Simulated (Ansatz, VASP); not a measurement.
## MgB2 (e600): VASP beside Ansatz

```xyz
3
Lattice="3.0727 0.0000 0.0000 -1.5363 2.6610 0.0000 0.0000 0.0000 3.5318" Properties=species:S:1:pos:R:3 pbc="T T T"
Mg    0.0000    0.0000    0.0000
B     0.0000    1.7740    1.7659
B     1.5363    0.8870    1.7659
```

Alike in both runs: functional PBE; k mesh 15 × 15 × 12; occupations gaussian, width 0.1 eV; no spin polarisation.

Ansatz relaxed the structure, and its values are those at the end. VASP's run is a single point on that final structure, the one shown.

|  | VASP | Ansatz |
| --- | --- | --- |
| version | VASP 6.6.1 | Ansatz 0.2.0 |
| potentials or method | VASP PAW PBE potentials, release 64 (Mg, B) | scalar-relativistic, plane waves, PAW |
| plane-wave cutoff (eV) | 520 | 600 |
| valence electrons in the cell | 8 | 16 |

Ansatz gave:

```
gap on the k mesh at the Fermi level (eV) : none
pressure (GPa)                            : 0.0
```

Which values does VASP return?

gap on the k mesh at the Fermi level (eV): none; pressure (GPa): -0.2.

A gap of «none» marks a metal or a gap that the smearing closes. The two sets of potentials don't hold the same shells in valence.
